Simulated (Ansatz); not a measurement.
Input of an Ansatz 0.2.0 run:

File input.yaml:

```yaml
crystal:
  lattice:
    - [0.0, 2.701992, 2.701992]
    - [2.701992, 0.0, 2.701992]
    - [2.701992, 2.701992, 0.0]
  atoms:
    - { symbol: Pb, position: [0.0, 0.0, 0.0], spin: -2.0 }
    - { symbol: O, position: [0.75, 0.75, 0.75], spin: -1.0 }
    - { symbol: O, position: [0.25, 0.25, 0.25], spin: 4.0 }
hamiltonian:
  xc: pbesol
  pseudopotentials: { kind: paw, core: small }
kpoints:
  mp_grid: { grid: [9, 9, 9], shift: [0.5, 0.5, 0.5] }
scf:
  occupations: { method: methfessel_paxton, width: 0.1 }
  initial_density: { chi_scale: 0.1 }
output:
  forces: true
  stress: true
  eigenvalues: true
  write_density: true
  write_potential: true
  elf: true
  volumetric_format: npy
magnetization:
  spin_polarized: true
```

Potentials or basis: Ansatz PAW.

Launch:

```sh
$ ansatz run input.yaml --threads 2 --pin off --max-ram 5120MiB --backend cpu --events-out ev --progress --plain --runs-dir out
```

**Question.** Estimate the pressure.

**Answer.** -5.9 GPa.

**Question.** What does it give for the band gap on the k mesh?

**Answer.** None (metal or under the smearing width).

**Question.** Predict the net moment.

**Answer.** 0.00 μB per cell.

**Question.** Predict the absolute moment.

**Answer.** 0.00 μB per cell.

Caveat: the pressure holds a Pulay correction of +0.7 GPa for the finite cutoff; the PAW data sets come from PBE, with cores solved anew for the run's functional, which leaves a small shift of forces and pressure; the starting moments weren't kept. Spin-orbit coupling is left out, which matters for the levels of Pb.
